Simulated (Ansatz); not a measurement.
**SnO$_{2}$ (Pnnm), a vibration from a frozen displacement**

Method: Ansatz 0.2.0, DFT PBE, scalar-relativistic, plane waves, PAW. Cutoff 420 eV, Γ-centred 6×6×8 k-points, Gaussian smearing of 0.05 eV. No spin polarisation. Energies are free energies at this smearing, counted from the undisturbed cell; pressure is positive in compression.

The undisturbed cell (relaxed at this level):

```xyz
6
Lattice="4.8265 0.0000 0.0000 0.0000 4.8284 0.0000 0.0000 0.0000 3.2382" Properties=species:S:1:pos:R:3 pbc="T T T"
Sn    2.4133    2.4142    1.6191
Sn    0.0000    0.0000    0.0000
O     1.4793    1.4807    0.0000
O     3.8926    0.9335    1.6191
O     0.9339    3.8949    1.6191
O     3.3472    3.3477    0.0000
```

Atom 1 (Sn) is moved by x along the Cartesian unit vector (-0.447, -0.447, -0.775); the cell and all other atoms stay fixed. The cell's volume is 75.46 Å³; the moved atoms weigh 118.710 u together and the others 182.706 u.

```
  x (Å)  ΔE (meV/cell) total force on the moved atoms along the move (eV/Å) pressure (GPa)
-0.1000          98.85                                                2.0212          0.6115
-0.0600          35.08                                                1.1788          0.2193
 0.0000           0.00                                                0.0000          0.0018
 0.0800          62.76                                               -1.5914          0.3900
```

Problem. What frequency belongs to this motion?

Solution. The force constant is k = −dF/dx = 19.752 eV/Å², from the parabola through x = -0.0600, 0 and 0.0800. In every cell the moved atoms swing against the rest, so the mass is μ = m₁m₂/(m₁ + m₂) = 71.957 u, and ν̃ = 521.5 cm⁻¹ × √(|k|/μ) = 273 cm⁻¹. The pattern needn't be a normal mode: ν̃² is then a weighted mean of the squared nonzero frequencies at the zone centre of this cell, taken without macroscopic field, so it lies between the lowest and the highest of them.

Problem. How far does the harmonic law reach?

Solution. At x = -0.100 Å, kx²/2 = 98.76 meV against the computed 98.85 meV (+0.1 %): the well is still close to harmonic there.

Cost: 4 runs of about 2.1 core-minutes in all, on Arm Neoverse V2 (shared hosts).

The displacement points along an Sn–O bond, so the restoring force mainly measures bond stretching: one contact is compressed while the opposite one is lengthened. Because Sn sits on an inversion centre, the energy must be even in x and the force odd. The force per unit displacement indeed grows with |x| regardless of sign, which indicates quartic hardening, as expected when short-range repulsion rises steeply on either side. The fitted parabola turns part of this hardening into a symmetry-forbidden quadratic force term and makes the force constant slightly too large. The close energy match at -0.1000 Å is therefore partly a cancellation and overstates how harmonic the well is.

The two in-plane axes are almost equal, so the cell is practically rutile, in keeping with the orthorhombic distortion being a high-pressure feature of SnO$_{2}$. Moving one Sn atom mixes infrared-active and silent odd modes; the Raman-active modes involve oxygen alone, so 273 cm⁻¹ shouldn't be assigned to a Raman line.
